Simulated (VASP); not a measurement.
# AlN in VASP: how settings move the PBE single point

The PBE single point of AlN (rocksalt), under -3.0 % equal strain in all directions is repeated with altered inputs. Which of them can be trusted? This is a trial cell built on a prototype, not taken from a measured structure, and it needn't be the compound's ground state.

The runs shown are made with VASP 6.6.1. PAW datasets, plane waves. (Calculated; spin-unpolarised; the phase may be known or hypothetical.)

## 1. The cell

The cell comes from an earlier relaxation with r2SCAN in another program.

It is cubic, Fm-3m (No. 225); a = 3.917 Å in the conventional setting, 7.51 Å³ an atom. Around Al lie 6 N at 1.96 Å; around N lie 6 Al at 1.96 Å.

Coordinates:

```xyz
2
Lattice="0.0000 1.9583 1.9583 1.9583 0.0000 1.9583 1.9583 1.9583 0.0000" Properties=species:S:1:pos:R:3 pbc="T T T"
Al    0.0000    0.0000    0.0000
N     1.9583    1.9583    1.9583
```

## 2. Reference

File INCAR:

```
ENCUT = 520.000000
SIGMA = 0.020000
EDIFF = 1.00e-07
GGA = PE
PREC = Accurate
IBRION = -1
ISIF = 2
ISMEAR = -1
NBANDS = 11
NELM = 120
NSW = 0
LASPH = .TRUE.
LCHARG = .FALSE.
LWAVE = .FALSE.
LREAL = .FALSE.
```

File KPOINTS:

```
KPOINTS created by Atomic Simulation Environment
0
Gamma
10 10 10
0 0 0
```

File POSCAR:

```
Al N
 1.0000000000000000
     0.0000000000000000    1.9583023921000000    1.9583023921000000
     1.9583023921000000    0.0000000000000000    1.9583023921000000
     1.9583023921000000    1.9583023921000000    0.0000000000000000
 Al  N
   1   1
Cartesian
  0.0000000000000000  0.0000000000000000  0.0000000000000000
  1.9583023921000000  1.9583023921000000  1.9583023921000000
```

A file KPOINTS_OPT adds named points for the levels; it doesn't enter the self-consistent loop.

Potentials: the recommended PBE PAW datasets, 8 valence electrons.

Command:

```console
$ mpirun -np 1 vasp_std
```

## 3. Try 1

INCAR: that of step 2 with these lines changed.

```diff
@@ -9,3 +9,2 @@
 NBANDS = 11
-NELM = 120
 NSW = 0
@@ -15 +14,3 @@
 LREAL = .FALSE.
+NELECT = 7
+NELM = 66
```

KPOINTS is that of step 2.

POSCAR is that of step 2.

## 4. Try 2

File INCAR:

```
ENCUT = 520.000000
EDIFF = 1.00e-07
GGA = PE
IBRION = -1
ISIF = 2
NBANDS = 11
NSW = 0
LASPH = .TRUE.
LCHARG = .FALSE.
LWAVE = .FALSE.
LREAL = .FALSE.
PREC = Medium
ISMEAR = 0
SIGMA = 0.01
AMIX = 0.2
BMIX = 0.0001
NELM = 62
```

KPOINTS is that of step 2.

POSCAR is that of step 2.

Before running it: what results should come out? Wanted: for each run, changed; ending; energy change; pressure; electronic steps; usable.

**Answer**, as computed:

| run | changed | ending | energy change (meV/atom) | pressure (GPa) | gap on the mesh (eV; negative: overlap) | electronic steps | time | usable |
| --- | --- | --- | --- | --- | --- | --- | --- | --- |
| ref. | – | converged | 0 | 36.3 | 5.12 | 13 | 8 s | yes |
| 1 | NELECT = 7, NELM = 66 | converged | – | -96.9 | – | 17 | 7.9 s | no |
| 2 | PREC = Medium, ISMEAR = 0, SIGMA = 0.01, AMIX = 0.2, BMIX = 0.0001, NELM = 62 | converged | 0.0 | 36.3 | 5.12 | 15 | 4.9 s | yes |

What this shows: Of 2 altered inputs, 1 ended normally on a faulty or unsound input, 1 gave usable results.
